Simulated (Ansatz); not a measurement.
# Ge: a trial structure relaxed, part 2 of 3

Aim: relax a trial structure of Ge and see where it ends.

Ansatz 0.2.0; DFT PBE, scalar-relativistic, plane waves, PAW. The steps go on from the part before.

### Step 3. A loose first relaxation

input.yaml, as its differences from that of step 2:

```diff
@@ -29 +29,6 @@
   eigenvalues: true
+relax:
+  adjacent_minimum: "off"
+  f_tol: 0.04
+  max_steps: 70
+  cell: { stress_tol: 0.4 }
```

Launch:

```bash
$ ansatz run input.yaml --threads 1 --pin off --max-ram 2560MiB --backend cpu --events-out ev --progress --plain --runs-dir out
```

Standard output:

```text
Warning: RAYON_NUM_THREADS=1 ignored (pool sized by the plan → 1); use --threads N
Engine: ansatz 0.2.0, x86_64-unknown-linux-gnu
Pseudopotentials: kind: paw
Pseudopotential: Ge, paw, valence charge 14, recommended cutoff 420 eV (normal), Ge.paw.azcp
Functional definition: PBE
  parameter kappa = 0.804
  parameter beta = 0.06672455060314922
  exchange = pbe_x(kappa = kappa, mu = beta*pi^2/3)
  correlation = pbe_c(beta = beta)
Crystal: 10 atoms, lattice volume = 167.287 Å³
Basis set: ecut = 420 eV, 3257 PW (Γ), exchange–correlation on 90×90×90 points (8 copies of the dense FFT grid, shifted against one another)
Bands: 84, of which v1, the nominal top of the filled ones, is band 70 counted from 1 (69 counted from 0)
Symmetry: 12 space group operations
Space group: R-3c (ITA 167), of the structure as read, at distance tolerance 5.5e-5 Å
k-points: 6 of 27
Non-local potential: Ge, projectors of the file, l = 0: 2, l = 1: 2, l = 2: 3, l = 3: 1
PAW form: soft (Blöchl's): semilocal exchange-correlation on the pseudo side does not see the compensation charge
PAW one-centre angular grid: Ge, 590 points (default); XC on 64 Gauss nodes
Initial density: superposition of atomic densities (neutral atoms: chi_scale 0, normalization atom), corrected by the library's trained network
Initial wavefunctions: pseudopotential atomic-orbital guess
Functional: x = pbe(κ = 0.804, μ = 0.2195149727645171), c = pbe(β = 0.06672455060314922)
SCF iter   1: F=—  HF=-42940.350466 eV  |F-HF|=—  |Δ(HF+E_count)|=         —  Δρ=2.55e-3  dr2=1.18e-2  ethr=1.77e-3  ⟨swp⟩=5.7  Hψ=1818  notcnv=0  defer=6
preconditioner: auto → Kerker (q_TF=auto, 2.649 Å⁻¹)  [metal: Δε(μ)=0.097 eV  Ē_g=22.894 eV  σ=0.100 eV  W_gap=0.48  n_scr=58 (ndim 8)  ℏωp=34.0 eV  f_vac=0.000  D(μ)=1.18/eV (n_scr^D=0)]
SCF iter   2: F=—  HF=-42940.350159 eV  |F-HF|=—  |Δ(HF+E_count)|=   3.07e-4  Δρ=1.64e-3  dr2=5.29e-3  ethr=8.41e-6  ⟨swp⟩=1.7  Hψ=630  notcnv=0  defer=7
SCF iter   3: F=—  HF=-42940.349318 eV  |F-HF|=—  |Δ(HF+E_count)|=   8.40e-4  Δρ=3.59e-4  dr2=2.80e-4  ethr=3.78e-6  ⟨swp⟩=2.0  Hψ=579  notcnv=0  defer=7
SCF iter   4: F=—  HF=-42940.349179 eV  |F-HF|=—  |Δ(HF+E_count)|=   1.39e-4  Δρ=1.75e-4  dr2=5.55e-5  ethr=2.00e-7  ⟨swp⟩=2.2  Hψ=847  notcnv=0  defer=7
SCF iter   5: F=—  HF=-42940.349229 eV  |F-HF|=—  |Δ(HF+E_count)|=   4.95e-5  Δρ=5.01e-5  dr2=3.23e-6  ethr=3.96e-8  ⟨swp⟩=2.2  Hψ=646  notcnv=0  defer=7
SCF iter   6: F=—  HF=-42940.349230 eV  |F-HF|=—  |Δ(HF+E_count)|=   7.89e-7  Δρ=1.74e-5  dr2=4.30e-7  ethr=2.31e-9  ⟨swp⟩=2.0  Hψ=879  notcnv=0  defer=7
SCF iter   7: F=—  HF=-42940.349230 eV  |F-HF|=—  |Δ(HF+E_count)|=   1.47e-7  Δρ=8.06e-6  dr2=8.25e-8  ethr=7.14e-11  ⟨swp⟩=8.5  Hψ=2268  notcnv=0
SCF iter   8: F=-42940.349230 eV  HF=-42940.349230 eV  |F-HF|=1.19e-9  |Δ(HF+E_count)|=   1.12e-7  Δρ=2.08e-6  dr2=7.00e-9  ethr=5.89e-11  ⟨swp⟩=4.0  Hψ=1502  notcnv=0
SCF 1 converged in 8 iterations: F = -42940.349230 eV  dr2 = 7.00e-9
relax step   1: F+E_penalty+E_count = -42940.34922958 eV  Δ(F+E_penalty+E_count) = +0.000e0 eV  max|allowed force component| = 3.369e-1 eV/Å  Δτ_max = 0.0000 Å  P = +33.742 GPa  Ω = 167.287 Å³  (8 SCF iters, dr2 threshold 1.00e-7 eV, accepted)
Crystal: 10 atoms, lattice volume = 189.903 Å³
Basis set: ecut = 420 eV, 3737 PW (Γ), exchange–correlation on 90×90×90 points (8 copies of the dense FFT grid, shifted against one another)
Initial density: handed on by an earlier stage of this run
Initial wavefunctions: those handed on with the density
iter 1 solved again at ethr=4.10e-5 eV; its pass at ethr=3.10e-3 eV (dr2=5.73e-2 eV) is discarded
SCF iter   1: F=—  HF=-42943.768595 eV  |F-HF|=—  |Δ(HF+E_count)|=         —  Δρ=5.31e-3  dr2=5.89e-2  ethr=4.10e-5  ⟨swp⟩=2.0  Hψ=2212  notcnv=0
preconditioner: auto → Resta (q_TF=auto, 2.593 Å⁻¹)  ε∞=3.0  [insulator: Δε(μ)=0.148 eV  Ē_g=22.405 eV  σ=0.100 eV  W_gap=0.71  n_scr=58 (ndim 8)  ℏωp=31.9 eV  f_vac=0.000  D(μ)=2.89/eV (n_scr^D=14)  ε∞_Penn≈3.0]
SCF iter   2: F=—  HF=-42943.765878 eV  |F-HF|=—  |Δ(HF+E_count)|=   2.72e-3  Δρ=3.03e-3  dr2=1.61e-2  ethr=4.10e-5  ⟨swp⟩=1.5  Hψ=523  notcnv=0
SCF iter   3: F=—  HF=-42943.766724 eV  |F-HF|=—  |Δ(HF+E_count)|=   8.46e-4  Δρ=6.43e-4  dr2=6.35e-4  ethr=1.15e-5  ⟨swp⟩=2.0  Hψ=921  notcnv=0
SCF iter   4: F=—  HF=-42943.766432 eV  |F-HF|=—  |Δ(HF+E_count)|=   2.92e-4  Δρ=2.04e-4  dr2=8.58e-5  ethr=4.53e-7  ⟨swp⟩=2.0  Hψ=922  notcnv=0
SCF iter   5: F=—  HF=-42943.766457 eV  |F-HF|=—  |Δ(HF+E_count)|=   2.57e-5  Δρ=5.51e-5  dr2=5.99e-6  ethr=6.13e-8  ⟨swp⟩=2.0  Hψ=921  notcnv=0
SCF iter   6: F=-42943.766462 eV  HF=-42943.766462 eV  |F-HF|=4.08e-8  |Δ(HF+E_count)|=   4.90e-6  Δρ=1.22e-5  dr2=2.53e-7  ethr=7.14e-10  ⟨swp⟩=6.0  Hψ=1898  notcnv=0
SCF 2 converged in 6 iterations: F = -42943.766462 eV  dr2 = 2.53e-7
relax step   2: F+E_penalty+E_count = -42943.76646231 eV  Δ(F+E_penalty+E_count) = -3.417e0 eV  max|allowed force component| = 7.022e-2 eV/Å  Δτ_max = 0.0128 Å  P = +14.928 GPa  Ω = 189.903 Å³  energy of the carried Pulay correction = -6.278e-3 eV  (6 SCF iters, dr2 threshold 1.00e-6 eV, accepted)
Crystal: 10 atoms, lattice volume = 208.932 Å³
Basis set: ecut = 420 eV, 4063 PW (Γ), exchange–correlation on 90×90×90 points (8 copies of the dense FFT grid, shifted against one another)
iter 1 solved again at ethr=2.17e-5 eV; its pass at ethr=3.10e-3 eV (dr2=3.04e-2 eV) is discarded
SCF iter   1: F=—  HF=-42945.166984 eV  |F-HF|=—  |Δ(HF+E_count)|=         —  Δρ=4.08e-3  dr2=3.03e-2  ethr=2.17e-5  ⟨swp⟩=1.3  Hψ=2646  notcnv=0
preconditioner: auto → Resta (q_TF=auto, 2.552 Å⁻¹)  ε∞=2.9  [insulator: Δε(μ)=0.301 eV  Ē_g=22.040 eV  σ=0.100 eV  W_gap=0.97  n_scr=58 (ndim 8)  ℏωp=30.4 eV  f_vac=0.000  D(μ)=0.53/eV (n_scr^D=0)  ε∞_Penn≈2.9]
SCF iter   2: F=—  HF=-42945.165816 eV  |F-HF|=—  |Δ(HF+E_count)|=   1.17e-3  Δρ=2.29e-3  dr2=8.34e-3  ethr=2.16e-5  ⟨swp⟩=1.3  Hψ=506  notcnv=0
SCF iter   3: F=—  HF=-42945.166480 eV  |F-HF|=—  |Δ(HF+E_count)|=   6.64e-4  Δρ=5.15e-4  dr2=5.07e-4  ethr=5.96e-6  ⟨swp⟩=2.0  Hψ=917  notcnv=0
SCF iter   4: F=—  HF=-42945.166237 eV  |F-HF|=—  |Δ(HF+E_count)|=   2.43e-4  Δρ=1.30e-4  dr2=3.87e-5  ethr=3.62e-7  ⟨swp⟩=2.0  Hψ=921  notcnv=0
SCF iter   5: F=—  HF=-42945.166256 eV  |F-HF|=—  |Δ(HF+E_count)|=   1.93e-5  Δρ=3.71e-5  dr2=3.20e-6  ethr=2.76e-8  ⟨swp⟩=2.0  Hψ=621  notcnv=0
SCF iter   6: F=-42945.166258 eV  HF=-42945.166259 eV  |F-HF|=9.00e-7  |Δ(HF+E_count)|=   2.94e-6  Δρ=1.46e-5  dr2=3.89e-7  ethr=7.14e-10  ⟨swp⟩=6.0  Hψ=2175  notcnv=0
SCF 3 converged in 6 iterations: F = -42945.166258 eV  dr2 = 3.89e-7
relax step   3: F+E_penalty+E_count = -42945.16625817 eV  Δ(F+E_penalty+E_count) = -1.400e0 eV  max|allowed force component| = 7.323e-2 eV/Å  Δτ_max = 0.0299 Å  P = +5.270 GPa  Ω = 208.932 Å³  energy of the carried Pulay correction = -1.098e-2 eV  (6 SCF iters, dr2 threshold 1.00e-6 eV, accepted)
[... from here on, the SCF cycles and remarks between the steps are left out ...]
relax step   4: F+E_penalty+E_count = -42945.54287597 eV  Δ(F+E_penalty+E_count) = -3.766e-1 eV  max|allowed force component| = 6.461e-2 eV/Å  Δτ_max = 0.0554 Å  P = +0.051 GPa  Ω = 218.072 Å³  energy of the carried Pulay correction = -1.308e-2 eV  (6 SCF iters, dr2 threshold 1.00e-6 eV, accepted)
relax step   5: F+E_penalty+E_count = -42945.54426164 eV  Δ(F+E_penalty+E_count) = -1.386e-3 eV  max|allowed force component| = 3.667e-2 eV/Å  Δτ_max = 0.0034 Å  P = -0.058 GPa  Ω = 218.576 Å³  energy of the carried Pulay correction = -1.319e-2 eV  (4 SCF iters, dr2 threshold 2.61e-7 eV, accepted)
relax step   6: F+E_penalty+E_count = -42945.72550369 eV  Δ(F+E_penalty+E_count) = -1.812e-1 eV  max|allowed force component| = 4.046e-2 eV/Å  Δτ_max = 0.0000 Å  P = +1.453 GPa  Ω = 218.576 Å³  stress off target by 1.97e0 GPa  SCF on the basis re-selected at this cell (its energy is not comparable with the rows above)  (8 SCF iters)
relax step   7: F+E_penalty+E_count = -42945.78753381 eV  Δ(F+E_penalty+E_count) = -6.203e-2 eV  max|allowed force component| = 4.060e-2 eV/Å  Δτ_max = 0.0249 Å  P = +0.540 GPa  Ω = 221.735 Å³  energy of the carried Pulay correction = -5.513e-4 eV  (6 SCF iters, dr2 threshold 1.00e-6 eV, accepted)
relax step   8: F+E_penalty+E_count = -42945.91720377 eV  Δ(F+E_penalty+E_count) = -1.297e-1 eV  max|allowed force component| = 8.341e-2 eV/Å  Δτ_max = 0.0274 Å  P = -0.705 GPa  Ω = 222.748 Å³  energy of the carried Pulay correction = -6.524e-4 eV  (6 SCF iters, dr2 threshold 1.00e-6 eV, accepted)
relax step   9: F+E_penalty+E_count = -42946.06705950 eV  Δ(F+E_penalty+E_count) = -1.499e-1 eV  max|allowed force component| = 4.437e-2 eV/Å  Δτ_max = 0.0072 Å  P = -0.749 GPa  Ω = 218.380 Å³  energy of the carried Pulay correction = +3.034e-4 eV  (6 SCF iters, dr2 threshold 1.00e-6 eV, accepted)
relax step  10: F+E_penalty+E_count = -42946.19466956 eV  Δ(F+E_penalty+E_count) = -1.276e-1 eV  max|allowed force component| = 1.179e-2 eV/Å  Δτ_max = 0.0027 Å  P = +0.459 GPa  Ω = 209.784 Å³  energy of the carried Pulay correction = +1.542e-3 eV  (5 SCF iters, dr2 threshold 1.00e-6 eV, accepted)
relax step  11: F+E_penalty+E_count = -42946.18601800 eV  Δ(F+E_penalty+E_count) = +8.652e-3 eV  max|allowed force component| = 1.877e-2 eV/Å  Δτ_max = 0.0075 Å  P = +0.637 GPa  Ω = 205.113 Å³  energy of the carried Pulay correction = +2.049e-3 eV  (7 SCF iters, dr2 threshold 1.00e-6 eV, rejected (line search))
relax step  12: F+E_penalty+E_count = -42946.20427209 eV  Δ(F+E_penalty+E_count) = -9.603e-3 eV  max|allowed force component| = 1.204e-3 eV/Å  Δτ_max = 0.0069 Å  P = -0.323 GPa  Ω = 209.980 Å³  energy of the carried Pulay correction = +1.581e-3 eV  (7 SCF iters, accepted)
relax step  13: F+E_penalty+E_count = -42946.21004374 eV  Δ(F+E_penalty+E_count) = -5.772e-3 eV  max|allowed force component| = 3.899e-3 eV/Å  Δτ_max = 0.0036 Å  P = -0.019 GPa  Ω = 209.695 Å³  energy of the carried Pulay correction = +1.591e-3 eV  (5 SCF iters, dr2 threshold 7.24e-7 eV, accepted)
iter 1 solved again at ethr=5.22e-7 eV; its pass at ethr=3.10e-3 eV (dr2=7.31e-4 eV) is discarded
SCF iter   1: F=—  HF=-42946.099879 eV  |F-HF|=—  |Δ(HF+E_count)|=         —  Δρ=3.15e-3  dr2=5.76e-4  ethr=5.22e-7  ⟨swp⟩=2.0  Hψ=2692  notcnv=0
preconditioner: auto → Resta (q_TF=auto, 2.551 Å⁻¹)  ε∞=2.9  [insulator: Δε(μ)=0.206 eV  Ē_g=21.825 eV  σ=0.100 eV  W_gap=0.85  n_scr=50 (ndim 8)  ℏωp=30.3 eV  f_vac=0.000  D(μ)=2.38/eV (n_scr^D=12)  ε∞_Penn≈2.9]
SCF iter   2: F=—  HF=-42946.191288 eV  |F-HF|=—  |Δ(HF+E_count)|=   9.14e-2  Δρ=1.59e-3  dr2=1.35e-4  ethr=4.11e-7  ⟨swp⟩=3.0  Hψ=966  notcnv=0
SCF iter   3: F=—  HF=-42946.218524 eV  |F-HF|=—  |Δ(HF+E_count)|=   2.72e-2  Δρ=3.70e-4  dr2=1.09e-5  ethr=9.61e-8  ⟨swp⟩=3.0  Hψ=925  notcnv=0
SCF iter   4: F=—  HF=-42946.219967 eV  |F-HF|=—  |Δ(HF+E_count)|=   1.44e-3  Δρ=2.57e-5  dr2=1.13e-6  ethr=7.79e-9  ⟨swp⟩=2.0  Hψ=913  notcnv=0
SCF iter   5: F=—  HF=-42946.219970 eV  |F-HF|=—  |Δ(HF+E_count)|=   2.34e-6  Δρ=8.05e-6  dr2=2.12e-7  ethr=8.10e-10  ⟨swp⟩=2.0  Hψ=924  notcnv=0
SCF iter   6: F=—  HF=-42946.219970 eV  |F-HF|=—  |Δ(HF+E_count)|=   9.58e-8  Δρ=2.75e-6  dr2=2.60e-8  ethr=1.51e-10  ⟨swp⟩=2.0  Hψ=622  notcnv=0
SCF iter   7: F=-42946.219970 eV  HF=-42946.219970 eV  |F-HF|=2.91e-11  |Δ(HF+E_count)|=   1.12e-8  Δρ=1.10e-6  dr2=3.51e-9  ethr=4.57e-12  ⟨swp⟩=4.0  Hψ=1492  notcnv=0
SCF 14 converged in 7 iterations: F = -42946.219970 eV  dr2 = 3.51e-9
relax step  14: F+E_penalty+E_count = -42946.21996988 eV  Δ(F+E_penalty+E_count) = -9.926e-3 eV  max|allowed force component| = 4.561e-3 eV/Å  Δτ_max = 0.0000 Å  P = +0.131 GPa  Ω = 209.695 Å³  stress off target by 1.45e-1 GPa  SCF on the basis re-selected at this cell (its energy is not comparable with the rows above)  (7 SCF iters)
basis re-selected at this cell: Δ(F+E_penalty+E_count) = -9.926e-3 eV, ΔP = +0.150 GPa vs the last step (what re-selecting the basis moved, of the pressure what is left beyond the Pulay correction that the steps carried, after the strain that the cell walked since its last selection, with what the two solves' SCF thresholds leave and, on support functions, any second-order correction that the steps lacked; it is no measure of the basis error at this ecutwfc). This SCF's stress stands 1.45e-1 GPa from its target on what of the cell is left free (relax.cell.stress_tol is 4.00e-1 GPa) and its largest allowed force component is 4.56e-3 eV/Å (relax.f_tol is 4.00e-2 eV/Å): within both
SCF converged after 7 iterations
Free energy (F): -42946.219970 eV
Harris-Foulkes:  -42946.219970 eV  (|F-HF|=2.91e-11)
Internal energy: -42946.208006 eV  (E = F + TS)
E sigma→0 (E₀):  -42946.213988 eV
Entropy (-TS):   -0.011964 eV (-1.196 meV/atom)
Fermi energy:    9.543226 eV
--- Per-component energies (eV) ---
  E_band       = -1341.038445
  E_kinetic    = 1098.594101
  E_local      = -22653.652802  (includes V_loc(G=0)·N_el)
  E_nonlocal   = 4153.688356
  E_hartree    = 9884.453329
  E_xc         = -753.008335
  E_vxc        = -641.213331  (∫ρ·V_xc dr)
  E_paw        = -20165.032396  (= ΣΔE_a)
  E_vpaw       = -3067.367485  (= ΣTr[D̂ρ^β])
  E_aug_tail   = 0.003081  (compensation charges beyond the density's cutoff)
  E_ewald      = -14511.253340
  E_smearing   = -0.011964  (= −TS)
  E_closure    = 0.000000  (closes the sum)
  Σ components = -42946.219970   (vs F -42946.219970, Δ=0.00e0)
--- Forces (eV/Å), atoms counted from 1 ---
  atom   1  Ge     0.00000000     0.00000000    -0.00000000
  atom   2  Ge    -0.00000000    -0.00000000     0.00000000
  atom   3  Ge    -0.00000000     0.00000000     0.00000000
  atom   4  Ge     0.00000000     0.00000000    -0.00000000
  atom   5  Ge    -0.00456088    -0.00000000     0.00000000
  atom   6  Ge     0.00228044    -0.00394984    -0.00000000
  atom   7  Ge     0.00228044     0.00394984     0.00000000
  atom   8  Ge    -0.00228044     0.00394984     0.00000000
  atom   9  Ge     0.00456088     0.00000000     0.00000000
  atom  10  Ge    -0.00228044    -0.00394984    -0.00000000
  max |Σ_I F_I| component: 7.81e-18 eV/Å
--- Stress (GPa, compression-positive) ---
        0.145225       0.000000      -0.000000
        0.000000       0.145225       0.000000
       -0.000000       0.000000       0.101581
  P = ⅓ Tr σ = 0.1307 GPa (1.307 kbar)
--- Band table (eV; the first three rows and the last of 6) ---
  k-point 0: bands = ["-15.2614", "-15.2600", "-15.2361", "-15.2361", "-15.2191", "-15.2191", "-15.2183", "-15.2183", "-15.2154", "-15.2154", "-15.2032", "-15.2032", "-15.1792", "-15.1792", "-15.1755", "-15.1369", "-15.1369", "-15.1317", "-15.1303", "-15.1299", "-15.1243", "-15.1243", "-15.1205", "-15.1205", "-15.1151", "-15.1151", "-15.1142", "-15.1140", "-15.1091", "-15.1057", "-15.1057", "-15.0965", "-15.0950", "-15.0894", "-15.0894", "-15.0894", "-15.0864", "-15.0864", "-15.0632", "-15.0625", "-15.0625", "-15.0528", "-15.0528", "-15.0480", "-15.0480", "-15.0407", "-15.0217", "-15.0217", "-14.9844", "-14.9844", "-3.0543", "0.3710", "0.6534", "0.8929", "0.8929", "1.3315", "1.3315", "2.0222", "3.5068", "5.0230", "5.0230", "5.6734", "5.8400", "6.1459", "6.1459", "6.5333", "7.5088", "7.5088", "8.6356", "8.6356", "10.0235", "11.7262", "11.7262", "11.8011", "11.8011", "12.1844", "12.5473", "13.4022", "13.9038", "13.9038", "14.1911", "14.2802", "14.3068", "15.1192"]
  k-point 1: bands = ["-15.2612", "-15.2601", "-15.2284", "-15.2256", "-15.2213", "-15.2210", "-15.2199", "-15.2192", "-15.2189", "-15.2180", "-15.2010", "-15.1986", "-15.1869", "-15.1857", "-15.1685", "-15.1488", "-15.1449", "-15.1430", "-15.1370", "-15.1345", "-15.1217", "-15.1206", "-15.1196", "-15.1170", "-15.1158", "-15.1139", "-15.1128", "-15.1120", "-15.1089", "-15.1047", "-15.1034", "-15.1015", "-15.0994", "-15.0992", "-15.0948", "-15.0880", "-15.0732", "-15.0689", "-15.0628", "-15.0605", "-15.0568", "-15.0540", "-15.0491", "-15.0442", "-15.0421", "-15.0414", "-15.0157", "-15.0134", "-14.9959", "-14.9949", "-2.5901", "-1.2346", "0.4232", "0.6675", "1.6545", "1.8391", "2.0344", "2.1009", "2.9837", "3.8670", "5.1809", "5.7490", "6.1433", "6.1528", "7.4787", "7.7010", "7.7907", "8.1437", "8.6614", "9.3688", "9.4380", "10.1222", "10.1645", "10.8348", "11.9675", "12.1516", "12.4280", "12.5992", "13.3492", "13.8904", "13.9423", "14.2802", "14.6740", "14.9138"]
  k-point 2: bands = ["-15.2633", "-15.2582", "-15.2266", "-15.2252", "-15.2244", "-15.2224", "-15.2220", "-15.2194", "-15.2185", "-15.2143", "-15.2029", "-15.1994", "-15.1904", "-15.1816", "-15.1705", "-15.1490", "-15.1446", "-15.1347", "-15.1331", "-15.1297", "-15.1265", "-15.1264", "-15.1216", "-15.1204", "-15.1166", "-15.1147", "-15.1137", "-15.1116", "-15.1092", "-15.1057", "-15.1020", "-15.1000", "-15.0982", "-15.0965", "-15.0934", "-15.0831", "-15.0736", "-15.0698", "-15.0668", "-15.0644", "-15.0573", "-15.0547", "-15.0541", "-15.0482", "-15.0453", "-15.0361", "-15.0131", "-15.0069", "-14.9944", "-14.9935", "-2.3124", "-0.6989", "-0.2210", "0.0075", "0.3499", "1.7298", "2.6377", "2.7072", "3.5296", "4.0994", "5.3894", "5.9966", "6.0281", "6.3248", "6.7966", "7.7314", "8.1990", "8.5632", "9.3981", "10.0135", "10.1263", "10.4153", "11.0477", "11.1234", "11.2376", "11.4539", "11.8126", "11.8959", "12.2983", "12.6186", "12.6770", "13.8435", "14.4372", "14.4947"]
  k-point 5: bands = ["-15.2615", "-15.2601", "-15.2248", "-15.2247", "-15.2240", "-15.2231", "-15.2214", "-15.2211", "-15.2186", "-15.2159", "-15.1986", "-15.1973", "-15.1902", "-15.1861", "-15.1624", "-15.1603", "-15.1436", "-15.1436", "-15.1349", "-15.1344", "-15.1253", "-15.1246", "-15.1220", "-15.1206", "-15.1181", "-15.1175", "-15.1110", "-15.1100", "-15.1084", "-15.1062", "-15.1021", "-15.0998", "-15.0962", "-15.0954", "-15.0897", "-15.0879", "-15.0709", "-15.0709", "-15.0624", "-15.0622", "-15.0602", "-15.0552", "-15.0491", "-15.0481", "-15.0440", "-15.0386", "-15.0029", "-15.0021", "-15.0017", "-14.9979", "-1.5053", "-1.2514", "-0.4494", "-0.3701", "0.2144", "1.7136", "1.8259", "2.6655", "4.1364", "4.3571", "5.7766", "6.3843", "6.4653", "7.4411", "7.4684", "7.9869", "8.4328", "8.6202", "8.6986", "8.9361", "9.8216", "10.2056", "10.6932", "10.7635", "10.8057", "11.4118", "11.7420", "12.1567", "12.7122", "12.8004", "13.4031", "13.7609", "13.8763", "14.1019"]
--- Relaxed structure (12 steps of the walk, 11 accepted, 2 SCFs on fresh bases) ---
  F+E_penalty+E_count = -42946.21996988 eV   max|allowed force component| = 4.561e-3 eV/Å   (the final SCF, on the basis selected at the relaxed cell)
  cell:  # Å, volume = 209.6946 Å³
    - [3.7839089780566995, 2.1846408657171805, 4.227807129335216]
    - [-3.7839089780566995, 2.1846408657171805, 4.227807129335216]
    - [-6.363506635229582e-32, -4.36928173549305, 4.227807127237963]
  atoms:
    - { symbol: Ge, position: [0.7499999999999999, 0.7499999999999999, 0.75] }
    - { symbol: Ge, position: [0.25000000000000006, 0.25000000000000006, 0.25000000000000006] }
    - { symbol: Ge, position: [9.06888462367868e-21, 7.315980644095036e-20, -8.22286910137269e-20] }
    - { symbol: Ge, position: [0.5000000000000001, 0.5000000000000001, 0.5000000000000001] }
    - { symbol: Ge, position: [0.09629283259818433, 0.40370716740181567, 0.7500000000000001] }
    - { symbol: Ge, position: [0.7499999999999998, 0.09629283259818427, 0.40370716740181567] }
    - { symbol: Ge, position: [0.40370716740181556, 0.7500000000000001, 0.09629283259818427] }
    - { symbol: Ge, position: [0.24999999999999994, 0.9037071674018156, 0.5962928325981843] }
    - { symbol: Ge, position: [0.9037071674018158, 0.5962928325981846, 0.25000000000000006] }
    - { symbol: Ge, position: [0.5962928325981847, 0.2500000000000002, 0.903707167401816] }
```

It took 3.5 min on 1 thread of Intel Xeon at 2.50GHz (Skylake/Cascade Lake), shared host; peak memory 0.51 GiB.

Step by step:

| step | E - E(step 1) (eV/cell) | largest force component (eV/Å) | pressure (GPa) | volume (Å³) |
| --- | --- | --- | --- | --- |
| 1 | 0.0000 | 0.3369 | 33.74 | 167.29 |
| 2 | -3.4172 | 0.0702 | 14.93 | 189.90 |
| 3 | -4.8170 | 0.0732 | 5.27 | 208.93 |
| 4 | -5.1936 | 0.0646 | 0.05 | 218.07 |
| 5 | -5.1950 | 0.0367 | -0.06 | 218.58 |
| 6 | -5.3763 | 0.0405 | 1.45 | 218.58 |
| 7 | -5.4383 | 0.0406 | 0.54 | 221.74 |
| 8 | -5.5680 | 0.0834 | -0.70 | 222.75 |
| 9 | -5.7178 | 0.0444 | -0.75 | 218.38 |
| 10 | -5.8454 | 0.0118 | 0.46 | 209.78 |
| 11 | -5.8368 | 0.0188 | 0.64 | 205.11 |
| 12 | -5.8550 | 0.0012 | -0.32 | 209.98 |
| 13 | -5.8608 | 0.0039 | -0.02 | 209.69 |
| 14 | -5.8707 | 0.0046 | 0.13 | 209.69 |

Step 1 is the start. Steps 6, 14 each repeat the geometry before them on a plane-wave basis chosen anew, so the energy can jump there without any move. Step 11 was tried and not accepted.

Lengths and angles in the start's conventional setting:

|  | before | after | change |
| --- | --- | --- | --- |
| a (Å) | 6.090 | 7.568 | +24.3 % |
| b (Å) | 6.090 | 7.568 | +24.3 % |
| c (Å) | 15.625 | 12.683 | -18.8 % |
| volume (Å³/atom) | 16.73 | 20.97 | +25.4 % |
| shortest distance (Å) | 2.270 | 2.621 | +15.4 % |
| space group (0.01 Å) | R-3c | R-3c | same |

The run keeps the 12 symmetry operations of the start, so it could not have lowered the symmetry.

(Part 2 of 3 ends here.)
